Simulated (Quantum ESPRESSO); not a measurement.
A run of Quantum ESPRESSO 7.5:

The input pw.in:

```
&CONTROL
  calculation = 'scf'
  prefix = 'pwscf'
  outdir = './tmp'
  pseudo_dir = './pseudo'
  tprnfor = .true.
  tstress = .true.
  disk_io = 'nowf'
/
&SYSTEM
  ibrav = 0
  nat = 2
  ntyp = 2
  ecutwfc = 45
  ecutrho = 360
  nbnd = 18
  occupations = 'smearing'
  smearing = 'gaussian'
  degauss = 0.00367493
  nspin = 2
  starting_magnetization(1) = 0.1667
  starting_magnetization(2) = 0
/
&ELECTRONS
  conv_thr = 8d-08
  electron_maxstep = 100
  mixing_beta = 0.7
  mixing_ndim = 20
/
ATOMIC_SPECIES
Ti    47.8670 ti_pbesol_v1.4.uspp.F.UPF
Se    78.9710 se_pbesol_v1.uspp.F.UPF
CELL_PARAMETERS angstrom
   3.4034008100    0.0000000000    0.0000000000
   0.0000000000    3.4034008100    0.0000000000
   0.0000000000    0.0000000000    3.4034008100
ATOMIC_POSITIONS crystal
Ti     0.0000000000    0.0000000000    0.0000000000
Se     0.5000000000    0.5000000000    0.5000000000
K_POINTS automatic
6 6 6 0 0 0
HUBBARD {ortho-atomic}
U Ti-3d 5.0
```

Potentials or basis: GBRV 1.5 PBEsol.

The run is started by

```bash
$ OMP_NUM_THREADS=1 mpirun -n 2 pw.x -nk 2 -in pw.in > pw.out
```

Hardware: 2 MPI ranks on Arm Neoverse V2 (shared host).

Question: How long does it take, and how much memory?

Answer: Wall time 16 s on 2 MPI ranks on Arm Neoverse V2, with other jobs on the host, peak memory 0.26 GiB a rank. Counts: scf iterations 14, k pools 2, bands 18, k points 20, g dense 30839.
